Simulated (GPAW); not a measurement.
The system is Cs2AgBiBr6.

```
Bi Cs Ag Br
1.0
     0.00000    5.61610    5.61610
     5.61610    0.00000    5.61610
     5.61610    5.61610    0.00000
Bi Cs Ag Br
1 2 1 6
Cartesian
  0.0000 0.0000 0.0000
  8.4242 8.4242 8.4242
  2.8081 2.8081 2.8081
  5.6161 5.6161 5.6161
  5.6161 5.6161 8.4180
  5.6161 5.6161 2.8142
  2.8142 5.6161 5.6161
  5.6161 8.4180 5.6161
  8.4180 5.6161 5.6161
  5.6161 2.8142 5.6161
```

- Program: GPAW 26.7.0
- Task: relaxation of cell and atoms
- Functional: revPBE
- Potentials or basis: the program's PAW data sets (release 1.2.1) made for this functional
- Cutoff: 600 eV
- Basis: pw
- k mesh: 3 × 3 × 3
- Occupations: fermi-dirac, width 0.05 eV
- Spin: no spin polarisation

At the start: pressure 3.2 GPa; volume 35.43 Å³/atom.

Where does the relaxation end?

Over 9 steps the energy falls by 41.2 meV/atom and the volume is 40.45 Å³/atom (+14.2 %); space group Fm-3m (No. 225, to 0.05 Å).

The path:
```csv
step,energy change (eV),largest force (eV/Å),pressure (GPa),volume (Å³)
1,0.0000,0.2501,3.17,354.27
2,-0.0255,0.2035,3.03,355.33
3,-0.2223,0.3139,1.40,371.20
4,-0.2454,0.3754,1.07,375.56
5,-0.2905,0.4142,0.50,384.67
6,-0.3400,0.3631,0.04,394.32
7,-0.3904,0.2121,-0.21,403.08
8,-0.4105,0.0513,-0.13,405.54
9,-0.4120,0.0015,-0.04,404.53
```

Final structure:
```
Bi Cs Ag Br
1.0
     0.00000    5.87003    5.87003
     5.87003    0.00000    5.87003
     5.87003    5.87003    0.00000
Bi Cs Ag Br
1 2 1 6
Direct
  0.00000 0.00000 0.00000
  0.75000 0.75000 0.75000
  0.25000 0.25000 0.25000
  0.50000 0.50000 0.50000
  0.75169 0.75169 0.24831
  0.24831 0.24831 0.75169
  0.75169 0.24831 0.24831
  0.75169 0.24831 0.75169
  0.24831 0.75169 0.75169
  0.24831 0.75169 0.24831
```

Caveat: later steps reuse the first step's grids.
